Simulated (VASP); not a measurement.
**Sn: relaxation of cell and atoms with LDA**

Crystal: Sn.

```
CELL_PARAMETERS angstrom
-1.89465 1.89465 1.89465
1.89465 -1.89465 1.89465
1.89465 1.89465 -1.89465
ATOMIC_POSITIONS crystal
Sn 0.00000 0.00000 0.00000
```

This isn't the form of Sn at room conditions, which is tetragonal (white tin).

```json
{
  "Program": "VASP 6.6.1",
  "Task": "relaxation of cell and atoms",
  "Functional": "LDA",
  "Potentials or basis": "VASP PAW LDA potentials, release 64 (Sn_d)",
  "Cutoff": "600 eV",
  "k mesh": "7 × 7 × 7",
  "Occupations": "fermi-dirac, width 0.05 eV",
  "Spin": "spin-orbit coupling, no magnetisation",
  "Further INCAR settings": "ALGO = Fast; EDIFF = 1e-06; IBRION = 2; EDIFFG = -0.005; NSW = 60; ISIF = 3"
}
```

```json
{"Relaxed volume": "25.70 Å³/atom", "Relaxed cell": "a = 3.220 Å, b = 3.220 Å, c = 3.220 Å, α = 109.47°, β = 109.47°, γ = 109.47°", "Space group after relaxing (to 0.05 Å)": "Im-3m (No. 229)", "Energy gained by relaxing": "15.5 meV/atom", "Ionic steps": "8", "Pressure after relaxing": "0.0 GPa", "Valence electrons inside the program's atomic spheres": "Sn 12.22"}
```

The path:
```csv
step,energy change (eV),largest force (eV/Å),pressure (GPa),volume (Å³)
1,0.0000,0.0000,-3.09,27.20
2,-0.0136,0.0000,1.58,25.19
3,-0.0155,0.0000,-0.06,25.71
4,-0.0155,0.0000,0.11,25.68
5,-0.0155,0.0000,-0.25,25.74
6,-0.0155,0.0000,0.04,25.70
7,-0.0155,0.0000,-0.06,25.71
8,-0.0155,0.0000,0.00,25.70
```

Final structure:
```xyz
1
Lattice="-1.8592 1.8592 1.8592 1.8592 -1.8592 1.8592 1.8592 1.8592 -1.8592" Properties=species:S:1:pos:R:3 pbc="T T T"
Sn    1.8592    1.8592   -1.8592
```

It took 2.2 min on 1 thread of Intel(R) Xeon(R) Platinum 8488C (Sapphire Rapids) (shared host), peak memory 0.22 GiB.
